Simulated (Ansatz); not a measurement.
# Cu: the cost of one run

Program: Ansatz 0.2.0. Level of theory: DFT PBEsol, plane waves, PAW, scalar-relativistic, no spin polarisation. These are calculated values, not measurements.

### 1 The system as given

The cell holds 12 atoms (Cu12): a = 5.105 Å, b = 5.105 Å, c = 15.168 Å, α = 90.00°, β = 90.00°, γ = 60.00°.

Structure file:

```
CELL_PARAMETERS angstrom
5.10531 0.00000 0.00000
2.55266 4.42133 0.00000
0.00000 0.00000 15.16847
ATOMIC_POSITIONS crystal
Cu 0.16667 0.16667 0.06593
Cu 0.66667 0.16667 0.06593
Cu 0.16667 0.66667 0.06593
Cu 0.66667 0.66667 0.06593
Cu 0.83333 0.33333 0.20333
Cu 0.33333 0.33333 0.20333
Cu 0.83333 0.83333 0.20333
Cu 0.33333 0.83333 0.20333
Cu 0.00000 0.00000 0.34074
Cu 0.50000 0.00000 0.34074
Cu 0.00000 0.50000 0.34074
Cu 0.50000 0.50000 0.34074
```

### 2 Preparing the start

Input file input.yaml:

```yaml
accuracy: low
crystal:
  lattice:
    - [5.105311, 0.0, 0.0]
    - [2.552655, 4.421329, 0.0]
    - [0.0, 0.0, 15.168469]
  atoms:
    - { symbol: Cu, position: [0.1666667, 0.1666667, 0.0659262] }
    - { symbol: Cu, position: [0.6666667, 0.1666667, 0.0659262] }
    - { symbol: Cu, position: [0.1666667, 0.6666667, 0.0659262] }
    - { symbol: Cu, position: [0.6666667, 0.6666667, 0.0659262] }
    - { symbol: Cu, position: [-0.1666667, 0.3333333, 0.203332] }
    - { symbol: Cu, position: [0.3333333, 0.3333333, 0.203332] }
    - { symbol: Cu, position: [-0.1666667, 0.8333333, 0.203332] }
    - { symbol: Cu, position: [0.3333333, 0.8333333, 0.203332] }
    - { symbol: Cu, position: [0.0, 0.0, 0.3407377] }
    - { symbol: Cu, position: [0.5, 0.0, 0.3407377] }
    - { symbol: Cu, position: [0.0, 0.5, 0.3407377] }
    - { symbol: Cu, position: [0.5, 0.5, 0.3407377] }
basis:
  ecutwfc: 420.0
kpoints:
  mp_grid: { grid: [2, 2, 1] }
hamiltonian:
  xc: pbesol
  pseudopotentials: { kind: paw, azcp: { folder: soft_1 } }
scf:
  occupations: { method: fermi_dirac, width: 0.15 }
  lower_state_search: "off"
relax:
  f_tol: 0.08
  max_steps: 25
  adjacent_minimum: "off"
  constraints: [{ sites: [0, 1, 2, 3] }]
```

On the command line:

```console
> ansatz run input.yaml --threads 2 --pin off --max-ram 5120MiB --backend cpu --events-out ev --progress --plain --runs-dir out
```

Q: Estimate wall time and peak memory on 2 threads of Arm Neoverse V2, shared host.

About 13 s, with a peak of 0.68 GiB.
